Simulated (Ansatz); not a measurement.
Crystal: W.

```xyz
1
Lattice="-1.5823 1.5823 1.5823 1.5823 -1.5823 1.5823 1.5823 1.5823 -1.5823" Properties=species:S:1:pos:R:3 pbc="T T T"
W     0.0000    0.0000    0.0000
```

| Item | Value |
| --- | --- |
| Program | Ansatz 0.2.0 |
| Task | relaxation of cell and atoms |
| Functional | PBEsol |
| Dispersion | D3(BJ)-ATM |
| Potentials or basis | Ansatz PAW |
| Cutoff | 420 eV (not typed: the program's choice for these potentials) |
| k mesh | 12 × 12 × 12 |
| Occupations | fermi-dirac, width 0.05 eV |
| Spin | no spin polarisation |

At the start: volume 15.85 Å³/atom.

How do energy, volume and symmetry change on relaxing?

It ends after 4 steps and the volume is 15.40 Å³/atom (-2.9 %); space group Im-3m (No. 229, to 0.05 Å).

The path:
```csv
step,energy change (eV),largest force (eV/Å),volume (Å³)
1,0.0000,0.0000,15.85
2,-0.0130,0.0000,15.44
3,-0.0132,0.0000,15.40
4,-0.0130,0.0000,15.40
```

Final structure:
```
CELL_PARAMETERS angstrom
-1.56715 1.56715 1.56715
1.56715 -1.56715 1.56715
1.56715 1.56715 -1.56715
ATOMIC_POSITIONS crystal
W 0.00000 0.00000 0.00000
```

Caveat: the plane-wave basis is chosen anew once the cell has moved, so the energies of steps on either side of that aren't comparable; pairwise dispersion overbinds metals, which lowers pressure and volume; the PAW data sets come from PBE, with cores solved anew for the run's functional, which leaves a small shift of forces and pressure.
